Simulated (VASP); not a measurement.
These are PBEsol GGA, VASP's PBE PAW potentials (set 64) (plane waves; VASP) values and carry that method's errors.

A VASP calculation is set up with these files.

KPOINTS:
```
Automatic mesh
0
Gamma
12 12 1
0 0 0
```

### INCAR
```
SYSTEM = Sb2Te3 monolayer
PREC = Normal
ENCUT = 400
EDIFF = 1E-6
NELM = 100
ALGO = Normal
LREAL = .FALSE.
LASPH = .TRUE.
ISMEAR = 0
SIGMA = 0.05
GGA = PS
LMAXMIX = 4
LWAVE = .FALSE.
LCHARG = .FALSE.
NELMIN = 4
LVHAR = .TRUE.
LORBIT = 11
```

**POSCAR**
```
Sb2Te3 monolayer
1
    4.2395600661     0.0000000000     0.0000000000
   -2.1197800331     3.6715664987    -0.0000000000
    0.0000000000    -0.0000000000    23.2090857032
Sb Te
2 3
Direct
  0.3333330000   0.6666670000   0.4149956777
  0.0000000000   0.0000000000   0.5850043223
  0.0000000000   0.0000000000   0.3417537505
  0.6666670000   0.3333330000   0.5000000000
  0.3333330000   0.6666670000   0.6582462495
```

POTCAR, in this order: Sb Te (PBE.64 set). Program: vasp_std. Read from the step before: WAVECAR.

What VASP printed:

**OSZICAR**
```
       N       E                     dE             d eps       ncg     rms          rms(c)
DAV:   1    -0.201240976335E+02   -0.20124E+02   -0.16794E-03   684   0.657E-01    0.331E-02
DAV:   2    -0.201240702838E+02    0.27350E-04   -0.16268E-04   822   0.781E-02    0.106E-02
DAV:   3    -0.201240710690E+02   -0.78516E-06   -0.16054E-05   860   0.259E-02    0.511E-03
DAV:   4    -0.201240709830E+02    0.85923E-07   -0.10900E-06   394   0.649E-03
   1 F= -.20124071E+02 E0= -.20124071E+02  d E =-.717742E-13
```

### OUTCAR
```
------------------------ aborting loop because EDIFF is reached ----------------------------------------
  FORCE on cell =-STRESS in cart. coord.  units (eV):
  Direction    XX          YY          ZZ          XY          YZ          ZX
  --------------------------------------------------------------------------------------
  Total       -0.0209186     -0.0209186     -0.0604896      0.0000000      0.0000000     -0.0000000
  in kB       -0.0927710     -0.0927710     -0.2682630      0.0000000      0.0000000     -0.0000000
  external PRESSURE =      -0.1512683 kB  Pullay stress =       0.0000000 kB
  volume of cell :      361.27
      direct lattice vectors                 reciprocal lattice vectors
     4.239560066  0.000000000  0.000000000     0.235873530  0.136181654  0.000000000
    -2.119780033  3.671566499  0.000000000     0.000000000  0.272363309  0.000000000
     0.000000000  0.000000000 23.209085703     0.000000000  0.000000000  0.043086574
 POSITION                                       TOTAL-FORCE (eV/Angst)
 -----------------------------------------------------------------------------------
     -0.00000      2.44771      9.63167         0.000000     -0.000000      0.006061
      0.00000      0.00000     13.57742        -0.000000      0.000000     -0.006061
      0.00000      0.00000      7.93179         0.000000     -0.000000      0.001294
      2.11978      1.22385     11.60454        -0.000000      0.000000     -0.000000
     -0.00000      2.44771     15.27729        -0.000000      0.000000     -0.001294
 -----------------------------------------------------------------------------------
    total drift:                                0.000385     -0.000222      0.000330
  FREE ENERGIE OF THE ION-ELECTRON SYSTEM (eV)
  ---------------------------------------------------
  free  energy   TOTEN  =       -20.1240709830 eV

  energy  without entropy=      -20.1240709830  energy(sigma->0) =      -20.12407098

 total charge

# of ion       s       p       d       tot
------------------------------------------
    1        1.299   0.963   0.054   2.316
    2        1.299   0.963   0.054   2.316
    3        1.399   1.920   0.024   3.343
    4        1.390   1.949   0.033   3.371
    5        1.399   1.920   0.024   3.343
--------------------------------------------------
tot          6.785   7.715   0.188  14.688
```
(Selected blocks of OUTCAR.)

The cell is a sheet with vacuum, built from Sb2Te3 (tetradymite).
